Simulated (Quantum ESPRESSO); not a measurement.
**Pb under changes of volume**

One of the cells (31.034 Å³/atom); the others are scaled copies at fixed shape and fractional positions:

```xyz
1
Lattice="-1.9797 1.9797 1.9797 1.9797 -1.9797 1.9797 1.9797 1.9797 -1.9797" Properties=species:S:1:pos:R:3 pbc="T T T"
Pb    0.0000    0.0000    0.0000
```

This isn't the form of Pb at room conditions, which is fcc.

```yaml
Program: Quantum ESPRESSO 7.5
Functional: PBE
Potentials_or_basis: SSSP 1.3 efficiency PBE
Cutoff: 748 eV
Density_cutoff: 5987 eV
k_mesh: 9 × 9 × 9
Occupations: fermi-dirac, width 0.05 eV
Spin: no spin polarisation
```

```csv
volume (Å³/atom),energy over the lowest point (meV/atom),pressure (GPa)
29.172,26.92,3.8
29.792,13.99,2.6
30.413,5.52,1.6
31.034,?,?
31.654,0.00,-0.1
32.275,1.89,-0.8
32.896,6.32,-1.4
```

What does the run at 31.034 Å³/atom give?

Energy over the lowest point 1.04 meV/atom; pressure 0.7 GPa.

Worked out: A Birch-Murnaghan fit of order 3 (a polynomial in V^(-2/3)) to the other rows has its minimum at 31.55 Å³/atom with B0 = V·E''(V) = 40 GPa and B' = 6.4. It gives 1.06 meV/atom at 31.034 Å³/atom, against the run's 1.04, and -dE/dV = 0.7 GPa, against 0.7.

Energies are extrapolated to zero smearing.
